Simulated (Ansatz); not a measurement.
# Mo (I4/mmm) in Ansatz: further runs

The runs below take Mo through single point, with PBE.

Everything below comes from runs of Ansatz 0.2.0. Logs are shortened: lines on timing, memory, paths and dates and some standing lists are left out, and cuts for length are marked.

**1. The cell of the first run**

It takes space group I4/mmm (No. 139, tetragonal). The conventional cell has a = 3.104 Å, b = 3.104 Å, c = 3.168 Å, α = 90.00°, β = 90.00°, γ = 90.00°. Around Mo (site symmetry 4/mmm) lie 12 Mo at 2.71 to 3.10 Å.

**2. Single point, PBE (strained by -2 %)**

input.yaml reads:

```yaml
crystal:
  lattice:
    - [-1.5521327925, 1.5521327925, 1.5838089719]
    - [1.5521327925, -1.5521327925, 1.5838089719]
    - [1.5521327925, 1.5521327925, -1.5838089719]
  atoms:
    - { symbol: Mo, position: [0.0, 0.0, 0.0] }
hamiltonian:
  xc: pbe
  pseudopotentials: { kind: paw }
kpoints:
  mp_grid: { grid: [12, 12, 12] }
scf:
  occupations: { method: fermi_dirac, width: 0.05 }
output:
  forces: true
  stress: true
  eigenvalues: true
```

Potentials or basis: Ansatz PAW.

Run with:

```
$ ansatz run input.yaml --threads 2 --pin off --max-ram 5632MiB --backend cpu --events-out ev --progress --plain --runs-dir out
```

What it wrote:

```text
Warning: RAYON_NUM_THREADS=2 ignored (pool sized by the plan → 2); use --threads N
Engine: ansatz 0.2.0, aarch64-unknown-linux-gnu
Pseudopotentials: kind: paw
Pseudopotential: Mo, paw, valence charge 14, recommended cutoff 420 eV (normal), Mo.paw.azcp
Functional definition: PBE
  parameter kappa = 0.804
  parameter beta = 0.06672455060314922
  exchange = pbe_x(kappa = kappa, mu = beta*pi^2/3)
  correlation = pbe_c(beta = beta)
Crystal: 1 atoms, lattice volume = 15.262 Å³
Basis set: ecut = 420 eV, 321 PW (Γ), exchange–correlation on 40×40×40 points (8 copies of the dense FFT grid, shifted against one another)
Bands: 11, of which v1, the nominal top of the filled ones, is band 7 counted from 1 (6 counted from 0)
Symmetry: 16 space group operations
Space group: I4/mmm (ITA 139), of the structure as read, at distance tolerance 2.5e-5 Å
k-points: 163 of 1728
Non-local potential: Mo, projectors of the file, l = 0: 3, l = 1: 2, l = 2: 2, l = 3: 1
PAW form: soft (Blöchl's): semilocal exchange-correlation on the pseudo side does not see the compensation charge
PAW one-centre angular grid: Mo, 590 points (default); XC on 64 Gauss nodes
Initial density: superposition of atomic densities (neutral atoms: chi_scale 0, normalization atom), corrected by the library's trained network
Initial wavefunctions: pseudopotential atomic-orbital guess
Functional: x = pbe(κ = 0.804, μ = 0.2195149727645171), c = pbe(β = 0.06672455060314922)
SCF iter   1: F=—  HF=-4956.018440 eV  |F-HF|=—  |Δ(HF+E_count)|=         —  Δρ=2.57e-3  dr2=5.04e-4  ethr=1.77e-3  ⟨swp⟩=5.0  Hψ=10619  notcnv=0
preconditioner: auto → none  [metal: Δε(μ)=0.113 eV  Ē_g=8.541 eV  σ=0.050 eV  W_gap=0.45  n_scr=0 (ndim 8)  ℏωp=23.3 eV  f_vac=0.000  D(μ)=0.26/eV (n_scr^D=0)]
SCF iter   2: F=—  HF=-4956.018366 eV  |F-HF|=—  |Δ(HF+E_count)|=   7.34e-5  Δρ=1.28e-3  dr2=8.60e-5  ethr=3.60e-6  ⟨swp⟩=2.7  Hψ=4155  notcnv=0
SCF iter   3: F=—  HF=-4956.018377 eV  |F-HF|=—  |Δ(HF+E_count)|=   1.03e-5  Δρ=2.65e-4  dr2=6.58e-6  ethr=6.14e-7  ⟨swp⟩=2.0  Hψ=2925  notcnv=0
SCF iter   4: F=—  HF=-4956.018376 eV  |F-HF|=—  |Δ(HF+E_count)|=   2.67e-7  Δρ=4.87e-5  dr2=1.16e-7  ethr=4.70e-8  ⟨swp⟩=2.0  Hψ=2212  notcnv=0
iter 5 did not close the SCF: its close was put off for the readings that it lacked (scf_convergence_deferred on its scf_iter line)
SCF iter   5: F=-4956.018376 eV  HF=-4956.018376 eV  |F-HF|=2.18e-9  |Δ(HF+E_count)|=   9.80e-9  Δρ=7.56e-6  dr2=2.47e-9  ethr=8.32e-10  ⟨swp⟩=2.4  Hψ=2932  notcnv=0
SCF iter   6: F=-4956.018376 eV  HF=-4956.018376 eV  |F-HF|=1.64e-11  |Δ(HF+E_count)|=   2.81e-9  Δρ=1.43e-6  dr2=7.60e-11  ethr=1.77e-11  ⟨swp⟩=1.4  Hψ=5516  notcnv=0
SCF 1 converged in 6 iterations: F = -4956.018376 eV  dr2 = 7.60e-11
SCF converged after 6 iterations
Free energy (F): -4956.018376 eV
Harris-Foulkes:  -4956.018376 eV  (|F-HF|=1.64e-11)
Internal energy: -4956.016106 eV  (E = F + TS)
E sigma→0 (E₀):  -4956.017241 eV
Entropy (-TS):   -0.002270 eV (-2.270 meV/atom)
Fermi energy:    21.638076 eV
--- Per-component energies (eV) ---
  E_band       = -46.929236
  E_kinetic    = 442.153268
  E_local      = -766.605625  (includes V_loc(G=0)·N_el)
  E_nonlocal   = 142.757970
  E_hartree    = 254.270636
  E_xc         = -184.012817
  E_vxc        = -229.719069  (∫ρ·V_xc dr)
  E_paw        = -3201.338116  (= ΣΔE_a)
  E_vpaw       = -144.056937  (= ΣTr[D̂ρ^β])
  E_aug_tail   = 0.000045  (compensation charges beyond the density's cutoff)
  E_ewald      = -1643.241467
  E_smearing   = -0.002270  (= −TS)
  E_closure    = 0.000000  (closes the sum)
  Σ components = -4956.018376   (vs F -4956.018376, Δ=0.00e0)
--- Forces (eV/Å), atoms counted from 1 ---
  atom   1  Mo    -0.00000000     0.00000000     0.00000000
  max |Σ_I F_I| component: 4.01e-32 eV/Å
--- Stress (GPa, compression-positive) ---
       11.971577       0.000000      -0.000000
        0.000000      11.971577       0.000000
        0.000000      -0.000000       4.363325
  P = ⅓ Tr σ = 9.4355 GPa (94.355 kbar)
--- Band table (eV; the first three rows and the last of 163) ---
  k-point 0: bands = ["-39.5891", "-12.7963", "-12.7891", "-12.7891", "14.3942", "20.2132", "20.2132", "20.4490", "23.2428", "23.5474", "36.1715"]
  k-point 1: bands = ["-39.5698", "-12.8973", "-12.8308", "-12.7911", "14.7106", "20.0275", "20.4014", "20.5138", "23.2626", "23.2980", "36.7058"]
  k-point 2: bands = ["-39.5167", "-13.1867", "-12.9237", "-12.7966", "15.5404", "19.5579", "20.2045", "21.3874", "22.9658", "23.3432", "37.1300"]
  k-point 162: bands = ["-39.0948", "-13.8711", "-13.8044", "-13.8044", "16.0498", "16.1046", "25.7644", "25.8378", "25.8378", "30.5885", "31.1129"]
```

It took 0.79 s on 2 threads of Arm Neoverse V2, shared host; peak memory 0.28 GiB.

What came out:

```
Free energy            : -4956.0184 eV
Pressure               : 9.4 GPa
Band gap on the k mesh : none (metal or under the smearing width)
```

Levels at points of the mesh, in eV from the Fermi level:
| k point | band 4 | band 5 | band 6 | band 7 | band 8 | band 9 | band 10 | band 11 |
| --- | --- | --- | --- | --- | --- | --- | --- | --- |
| (0.00, 0.00, 0.00) | -34.43 | -7.24 | -1.42 | -1.42 | -1.19 | 1.60 | 1.91 | 14.53 |
| (0.00, 0.00, -0.50) | -34.46 | -5.42 | -3.62 | 1.89 | 2.01 | 2.56 | 5.00 | 11.97 |
| (0.00, -0.50, 0.00) | -34.44 | -5.39 | -3.37 | 1.67 | 1.72 | 2.44 | 4.95 | 11.99 |
| (-0.50, -0.50, -0.50) | -35.44 | -5.59 | -5.53 | 4.13 | 4.20 | 4.20 | 8.95 | 9.47 |

**3. Single point, PBE (strained by -1 %)**

Changes to input.yaml since step 2:

```diff
@@ -2,5 +2,5 @@
   lattice:
-    - [-1.5521327925, 1.5521327925, 1.5838089719]
-    - [1.5521327925, -1.5521327925, 1.5838089719]
-    - [1.5521327925, 1.5521327925, -1.5838089719]
+    - [-1.5679708822, 1.5679708822, 1.5838089719]
+    - [1.5679708822, -1.5679708822, 1.5838089719]
+    - [1.5679708822, 1.5679708822, -1.5838089719]
   atoms:
```

Potentials or basis: Ansatz PAW.

Run with:

```
$ ansatz run input.yaml --threads 2 --pin off --max-ram 5632MiB --backend cpu --events-out ev --progress --plain --runs-dir out
```

What it wrote:

```text
Warning: RAYON_NUM_THREADS=2 ignored (pool sized by the plan → 2); use --threads N
[... 8 set-up lines as earlier in the session ...]
Crystal: 1 atoms, lattice volume = 15.575 Å³
Basis set: ecut = 420 eV, 321 PW (Γ), exchange–correlation on 40×40×40 points (8 copies of the dense FFT grid, shifted against one another)
Bands: 11, of which v1, the nominal top of the filled ones, is band 7 counted from 1 (6 counted from 0)
[... 2 set-up lines as earlier in the session ...]
k-points: 163 of 1728
[... 6 set-up lines as earlier in the session ...]
SCF iter   1: F=—  HF=-4956.034569 eV  |F-HF|=—  |Δ(HF+E_count)|=         —  Δρ=2.24e-3  dr2=4.28e-4  ethr=1.77e-3  ⟨swp⟩=5.0  Hψ=10581  notcnv=0
preconditioner: auto → none  [metal: Δε(μ)=0.019 eV  Ē_g=8.367 eV  σ=0.050 eV  W_gap=0.10  n_scr=0 (ndim 8)  ℏωp=23.0 eV  f_vac=0.000  D(μ)=0.29/eV (n_scr^D=0)]
SCF iter   2: F=—  HF=-4956.034525 eV  |F-HF|=—  |Δ(HF+E_count)|=   4.46e-5  Δρ=1.13e-3  dr2=7.16e-5  ethr=3.06e-6  ⟨swp⟩=2.6  Hψ=4189  notcnv=0
SCF iter   3: F=—  HF=-4956.034541 eV  |F-HF|=—  |Δ(HF+E_count)|=   1.64e-5  Δρ=2.49e-4  dr2=5.98e-6  ethr=5.11e-7  ⟨swp⟩=2.0  Hψ=2924  notcnv=0
SCF iter   4: F=—  HF=-4956.034541 eV  |F-HF|=—  |Δ(HF+E_count)|=   4.68e-7  Δρ=4.75e-5  dr2=1.16e-7  ethr=4.27e-8  ⟨swp⟩=2.0  Hψ=2195  notcnv=0
iter 5 did not close the SCF: its close was put off for the readings that it lacked (scf_convergence_deferred on its scf_iter line)
SCF iter   5: F=-4956.034541 eV  HF=-4956.034541 eV  |F-HF|=3.29e-9  |Δ(HF+E_count)|=   1.34e-8  Δρ=1.16e-5  dr2=7.12e-9  ethr=8.26e-10  ⟨swp⟩=2.3  Hψ=2873  notcnv=0
SCF iter   6: F=-4956.034541 eV  HF=-4956.034541 eV  |F-HF|=4.79e-10  |Δ(HF+E_count)|=   1.00e-9  Δρ=4.16e-6  dr2=7.93e-10  ethr=5.08e-11  ⟨swp⟩=1.1  Hψ=5490  notcnv=0
SCF 1 converged in 6 iterations: F = -4956.034541 eV  dr2 = 7.93e-10
SCF converged after 6 iterations
Free energy (F): -4956.034541 eV
Harris-Foulkes:  -4956.034541 eV  (|F-HF|=4.79e-10)
Internal energy: -4956.032131 eV  (E = F + TS)
E sigma→0 (E₀):  -4956.033336 eV
Entropy (-TS):   -0.002410 eV (-2.410 meV/atom)
Fermi energy:    21.143536 eV
--- Per-component energies (eV) ---
  E_band       = -53.679016
  E_kinetic    = 441.210275
  E_local      = -781.226249  (includes V_loc(G=0)·N_el)
  E_nonlocal   = 142.624811
  E_hartree    = 258.461173
  E_xc         = -183.699416
  E_vxc        = -229.294125  (∫ρ·V_xc dr)
  E_paw        = -3201.237585  (= ΣΔE_a)
  E_vpaw       = -143.915568  (= ΣTr[D̂ρ^β])
  E_aug_tail   = 0.000042  (compensation charges beyond the density's cutoff)
  E_ewald      = -1632.165183
  E_smearing   = -0.002410  (= −TS)
  E_closure    = 0.000000  (closes the sum)
  Σ components = -4956.034541   (vs F -4956.034541, Δ=0.00e0)
--- Forces (eV/Å), atoms counted from 1 ---
  atom   1  Mo     0.00000000    -0.00000000    -0.00000000
  max |Σ_I F_I| component: 3.85e-33 eV/Å
--- Stress (GPa, compression-positive) ---
        4.706149       0.000000       0.000000
        0.000000       4.706149      -0.000000
        0.000000      -0.000000       1.091227
  P = ⅓ Tr σ = 3.5012 GPa (35.012 kbar)
--- Band table (eV; the first three rows and the last of 163) ---
  k-point 0: bands = ["-40.0886", "-13.3424", "-13.3386", "-13.3386", "13.9545", "19.7864", "19.7864", "19.9015", "22.7844", "22.9323", "35.7671"]
  k-point 1: bands = ["-40.0709", "-13.4399", "-13.3743", "-13.3398", "14.2617", "19.6110", "19.8627", "20.0772", "22.6928", "22.7970", "36.1755"]
  k-point 2: bands = ["-40.0222", "-13.7114", "-13.4603", "-13.3433", "15.0712", "19.1661", "19.6927", "20.9220", "22.3637", "22.8565", "36.4912"]
  k-point 162: bands = ["-39.6319", "-14.3357", "-14.3041", "-14.3041", "15.7184", "15.7448", "25.1678", "25.2032", "25.2032", "30.0986", "30.3597"]
```

It took 0.81 s on 2 threads of Arm Neoverse V2, shared host; peak memory 0.28 GiB.

What came out:

| Property | Result |
| --- | --- |
| Free energy | -4956.0345 eV |
| Pressure | 3.5 GPa |
| Band gap on the k mesh | none (metal or under the smearing width) |

**4. Single point, PBE (strained by +1 %)**

Changes to input.yaml since step 3:

```diff
@@ -2,5 +2,5 @@
   lattice:
-    - [-1.5679708822, 1.5679708822, 1.5838089719]
-    - [1.5679708822, -1.5679708822, 1.5838089719]
-    - [1.5679708822, 1.5679708822, -1.5838089719]
+    - [-1.5996470616, 1.5996470616, 1.5838089719]
+    - [1.5996470616, -1.5996470616, 1.5838089719]
+    - [1.5996470616, 1.5996470616, -1.5838089719]
   atoms:
```

Run with:

```
$ ansatz run input.yaml --threads 2 --pin off --max-ram 5632MiB --backend cpu --events-out ev --progress --plain --runs-dir out
```

It took 0.77 s on 2 threads of Arm Neoverse V2, shared host; peak memory 0.28 GiB.

Results (log left out):

```
Free energy            : -4956.0275 eV
Pressure               : -6.7 GPa
Band gap on the k mesh : none (metal or under the smearing width)
```

Stress tensor (GPa, compression positive):
```
-7.79  0.00  0.00
 0.00 -7.79  0.00
 0.00  0.00 -4.46
```

Levels at points of the mesh, in eV from the Fermi level:
```
              k point  band 3  band 4  band 5  band 6  band 7  band 8  band 9  band 10  band 11
   (0.00, 0.00, 0.00)  -34.58  -34.57   -7.06   -1.33   -1.22   -1.22    1.57     1.70    14.62
  (0.00, 0.00, -0.50)  -34.97  -34.58   -5.05   -3.11    1.48    1.55    2.20     4.52    11.05
  (0.00, -0.50, 0.00)  -34.98  -34.59   -5.06   -3.23    1.56    1.68    2.28     4.54    11.15
(-0.50, -0.50, -0.50)  -35.45  -35.42   -5.13   -5.11    3.81    3.81    3.84     8.73     8.73
```

**5. The runs side by side**

| cell | gap on the mesh (eV) | pressure (GPa) |
| --- | --- | --- |
| strained by -2 % | none | 9.4 |
| strained by -1 % | none | 3.5 |
| strained by +1 % | none | -6.7 |

Alike in all rows: task single point; level PBE; potentials or basis Ansatz PAW; no spin polarisation; k mesh 12 × 12 × 12; cutoff (eV) 420; smearing fermi-dirac 0.05 eV.

Total energies depend on the potentials used, so only differences within one code and one set of settings carry meaning.
